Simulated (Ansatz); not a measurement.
# ZrSi2 (MoSi2 type): how the settings move a single-point run

Question: which choices in the input matter for ZrSi2 (MoSi2 type)?

Computed with Ansatz 0.2.0 (reference: DFT PBE, scalar-relativistic, plane waves, PAW, unless a step's input says otherwise).

1 further run of the same task is left out (it didn't finish). Runs told in other sessions of the task aren't counted.

### 1 The structure to begin with

The structure is tetragonal, space group I4/mmm (No. 139). The conventional cell has a = 3.288 Å, b = 3.288 Å, c = 9.170 Å, α = 90.00°, β = 90.00°, γ = 90.00°. Zr (site symmetry 4/mmm) has 10 Si at 2.84 to 2.91 Å in its first shell of neighbours. Around Si (site symmetry 4mm) lie 4 Si at 2.57 Å and 5 Zr at 2.84 to 2.91 Å.

Coordinates:

```
Zr Si
1.0
    -1.64386    1.64386    4.58521
     1.64386   -1.64386    4.58521
     1.64386    1.64386   -4.58521
Zr Si
1 2
Direct
  0.00000 0.00000 0.00000
  0.31004 0.31004 0.00000
  0.68996 0.68996 0.00000
```

### 2 The reference run

File input.yaml:

```yaml
crystal:
  lattice:
    - [-1.6438588907, 1.6438588907, 4.5852081499]
    - [1.6438588907, -1.6438588907, 4.5852081499]
    - [1.6438588907, 1.6438588907, -4.5852081499]
  atoms:
    - { symbol: Zr, position: [0.0, 0.0, 0.0] }
    - { symbol: Si, position: [0.3100427431, 0.3100427431, 0.0] }
    - { symbol: Si, position: [0.6899572569, 0.6899572569, 0.0] }
basis:
  ecutwfc: 420
  ecutrho_ratio: 4
kpoints:
  mp_grid: { grid: [14, 14, 14] }
  band_path:
    path:
      - [[0.0, 0.0, 0.0], [0.0, 0.0, 0.5], [0.25, 0.25, 0.25], [0.0, 0.5, 0.0], [0.0, 0.0, 0.0], [0.5, 0.5, -0.5], [0.28213298, 0.71786702, -0.28213298]]
      - [[-0.28213298, 0.28213298, 0.28213298], [0.0, 0.0, 0.0]]
      - [[0.0, 0.0, 0.5], [-0.06426595, 0.06426595, 0.5]]
      - [[0.5, 0.5, -0.06426595], [0.5, 0.5, -0.5]]
    npoints: 14
hamiltonian:
  xc: pbe
scf:
  occupations: { method: gaussian, width: 0.05 }
  n_extra_bands: 12
output:
  forces: true
  stress: true
  eigenvalues: true
  populations: true
  dos: { projected: true, de: 0.02, nscf_kmesh: { grid: [21, 21, 21] } }
  bader: true
  write_density: true
  write_potential: true
  elf: true
  volumetric_format: npy
```

Launch:

```
$ ansatz run input.yaml --threads 2 --pin off --max-ram 2662MiB --backend cpu --events-out ev --progress --plain --runs-dir out
```

### 3 Variant: scf.algorithm direct_min

File input.yaml:

```yaml
crystal:
  lattice:
    - [-1.6438588907, 1.6438588907, 4.5852081499]
    - [1.6438588907, -1.6438588907, 4.5852081499]
    - [1.6438588907, 1.6438588907, -4.5852081499]
  atoms:
    - { symbol: Zr, position: [0.0, 0.0, 0.0] }
    - { symbol: Si, position: [0.3100427431, 0.3100427431, 0.0] }
    - { symbol: Si, position: [0.6899572569, 0.6899572569, 0.0] }
basis:
  ecutwfc: 420
  ecutrho_ratio: 4
kpoints:
  mp_grid: { grid: [14, 14, 14] }
hamiltonian:
  xc: pbe
scf:
  occupations: { method: gaussian, width: 0.05 }
  algorithm: direct_min
output:
  forces: true
  stress: true
```

### 4 Changing settings: hubbard.sites [{species: Zr, l: d, u_eff: 8.0}], hubbard.double_counting amf

File input.yaml:

```yaml
crystal:
  lattice:
    - [-1.6438588907, 1.6438588907, 4.5852081499]
    - [1.6438588907, -1.6438588907, 4.5852081499]
    - [1.6438588907, 1.6438588907, -4.5852081499]
  atoms:
    - { symbol: Zr, position: [0.0, 0.0, 0.0] }
    - { symbol: Si, position: [0.3100427431, 0.3100427431, 0.0] }
    - { symbol: Si, position: [0.6899572569, 0.6899572569, 0.0] }
basis:
  ecutwfc: 420
  ecutrho_ratio: 4
kpoints:
  mp_grid: { grid: [14, 14, 14] }
hamiltonian:
  xc: pbe
  hubbard: { sites: [{ species: Zr, l: d, u_eff: 8.0 }], double_counting: amf }
scf:
  occupations: { method: gaussian, width: 0.05 }
output:
  forces: true
  stress: true
```

### 5 Changing settings: ecutrho_ratio 9, chi_scale 0.3

File input.yaml:

```yaml
crystal:
  lattice:
    - [-1.6438588907, 1.6438588907, 4.5852081499]
    - [1.6438588907, -1.6438588907, 4.5852081499]
    - [1.6438588907, 1.6438588907, -4.5852081499]
  atoms:
    - { symbol: Zr, position: [0.0, 0.0, 0.0] }
    - { symbol: Si, position: [0.3100427431, 0.3100427431, 0.0] }
    - { symbol: Si, position: [0.6899572569, 0.6899572569, 0.0] }
basis:
  ecutwfc: 420
  ecutrho_ratio: 9
kpoints:
  mp_grid: { grid: [14, 14, 14] }
hamiltonian:
  xc: pbe
scf:
  occupations: { method: gaussian, width: 0.05 }
  initial_density: { chi_scale: 0.3 }
output:
  forces: true
  stress: true
```

### 6 Variant: eigensolver.kind davidson

File input.yaml:

```yaml
crystal:
  lattice:
    - [-1.6438588907, 1.6438588907, 4.5852081499]
    - [1.6438588907, -1.6438588907, 4.5852081499]
    - [1.6438588907, 1.6438588907, -4.5852081499]
  atoms:
    - { symbol: Zr, position: [0.0, 0.0, 0.0] }
    - { symbol: Si, position: [0.3100427431, 0.3100427431, 0.0] }
    - { symbol: Si, position: [0.6899572569, 0.6899572569, 0.0] }
basis:
  ecutwfc: 420
  ecutrho_ratio: 4
kpoints:
  mp_grid: { grid: [14, 14, 14] }
hamiltonian:
  xc: pbe
scf:
  occupations: { method: gaussian, width: 0.05 }
  eigensolver: { kind: davidson }
output:
  forces: true
  stress: true
```

Q: Predict the outcome of this session. Wanted: for each run, ending; energy change; pressure; gap; force.

As calculated:

| run | ending | energy change | pressure (GPa) | gap (eV) | force (eV/Å) | cycles | time |
| --- | --- | --- | --- | --- | --- | --- | --- |
| reference | converged | 0 | 0.0 | 0.00 | 0.00 | 6 | 36 s |
| 1: scf.algorithm direct_min | converged | 0.0 meV/atom | 0.0 | 0.00 | 0.00 | 5 | 15 s |
| 2: hubbard.sites [{species: Zr, l: d, u_eff: 8.0}], hubbard.double_counting amf | converged | -163.7 meV/atom (Hubbard term changed: no physical gain or loss) | 4.1 | 0.00 | 0.51 | 9 | 8.6 s |
| 3: ecutrho_ratio 9, chi_scale 0.3 | converged | 0.0 meV/atom | 0.0 | 0.00 | 0.00 | 7 | 5.5 s |
| 4: eigensolver.kind davidson | converged | 0.0 meV/atom | 0.0 | 0.00 | 0.00 | 6 | 5 s |

Times don't compare one to one where runs were asked for different outputs or read a saved state (see the inputs); cycles may leave out searches for a lower state.

Residual by cycle in the longest SCF loop of each run; runs are numbered as in the table. The quantity is the density residual dr2, in eV.

| cycle | reference | run 1 | run 2 | run 3 | run 4 |
| --- | --- | --- | --- | --- | --- |
| 1 | 0.00389 | 0.00442 | 0.854 | 8.53 | 0.00442 |
| 2 | 0.00153 | 4.5e-4 | 0.249 | 1.06 | 0.00143 |
| 3 | 7.1e-5 | 2.2e-5 | 0.026 | 0.0586 | 1.6e-5 |
| 4 | 2.0e-6 | 3.6e-7 | 0.00789 | 0.00105 | 6.2e-7 |
| 5 | 5.9e-7 | 1.0e-9 | 9.8e-4 | 6.0e-5 | 3.3e-8 |
| 6 | 1.6e-8 | - | 8.5e-5 | 1.6e-6 | 1.8e-9 |
| 7 | - | - | 1.9e-6 | 2.3e-8 | - |
| 8 | - | - | 1.9e-7 | - | - |
| 9 | - | - | 2.3e-8 | - | - |

Of the converged runs whose energies compare with the reference's, none moves it noticeably. A changed U is a change of model: its shifts are not errors of convergence. Of the variants the dearest is «scf.algorithm direct_min» (15 s), the cheapest «eigensolver.kind davidson» (5 s), on a shared host.
